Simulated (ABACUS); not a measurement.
PbS (Galena), 2 atoms in the cell. Symmetry: Fm-3m, No. 225, cubic system. Conventional cell: a = 5.931 Å, b = 5.931 Å, c = 5.931 Å, α = 90.00°, β = 90.00°, γ = 90.00°. Pb (site symmetry m-3m) is surrounded by 6 S at 2.97 Å. S (site symmetry m-3m) has 6 Pb at 2.97 Å as nearest neighbours. 

```yaml
Program: ABACUS 3.10.1
Task: single point
Functional: revPBE
Potentials_or_basis: GBRV ultrasoft 1.5 PBE
Cutoff: 544 eV
Density_cutoff: 4354 eV
Basis: plane waves
k_mesh: 6 × 6 × 6
Occupations: fermi-dirac, width 0.05 eV
Spin: no spin polarisation
Radial_cutoff_of_the_potentials_pseudo_rcut: 10 bohr
SCF_threshold_on_the_density: 1e-08
Max_SCF_steps: 100
Eigensolver: dav
Mixing: broyden
Mixing_share: 0.7
Symmetry_key: 1
Bands: 20
```

Potentials or basis: GBRV ultrasoft 1.5 PBE, plane waves.

Command:

```bash
$ OMP_NUM_THREADS=1 mpirun -np 4 abacus > log
```

Hardware: 4 MPI ranks on Intel(R) Xeon(R) Platinum 8375C CPU @ 2.90GHz (Ice Lake), on a shared host.

Q: How long does it take, and how much memory?

A: Run time: 21 s on 4 MPI ranks on Intel(R) Xeon(R) Platinum 8375C CPU @ 2.90GHz (Ice Lake), on a shared host, peak memory 0.72 GiB a rank. Counts: scf iterations 8, k points 16, bands 20, ranks 4.
